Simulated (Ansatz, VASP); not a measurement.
# Two plane-wave programs on Ti

```
CELL_PARAMETERS angstrom
2.92020 0.00000 0.00000
-1.46010 2.52897 0.00000
0.00000 0.00000 4.63866
ATOMIC_POSITIONS crystal
Ti 0.33333 0.66667 0.25000
Ti 0.66667 0.33333 0.75000
```

Change from the starting cell: volume scaled by 0.97, PAW files.

Alike in both runs: task electric field gradients; functional PBE; k mesh 13 × 13 × 7; occupations fermi-dirac, width 0.08 eV; no spin polarisation.

|  | VASP | Ansatz |
| --- | --- | --- |
| version | VASP 6.6.1 | Ansatz 0.2.0 |
| potentials or method | VASP PAW PBE potentials, release 64 (Ti_sv) | PAW with Ansatz's default frozen-core files, scalar-relativistic |
| plane-wave cutoff (eV) | 520 | 420 |
| valence electrons in the cell | 24 | 24 |

```tsv
	VASP	Ansatz	Ansatz less VASP
pressure (GPa)	1.5	1.8	+0.31
largest component of the traceless stress (GPa)	0.21	0.21	-0.001
Vzz of the field gradient on the site that differs most (V/Å²)	17.7	19.6	+1.89
```

With one functional, cell and mesh, what is left measures potentials, basis and numerics.
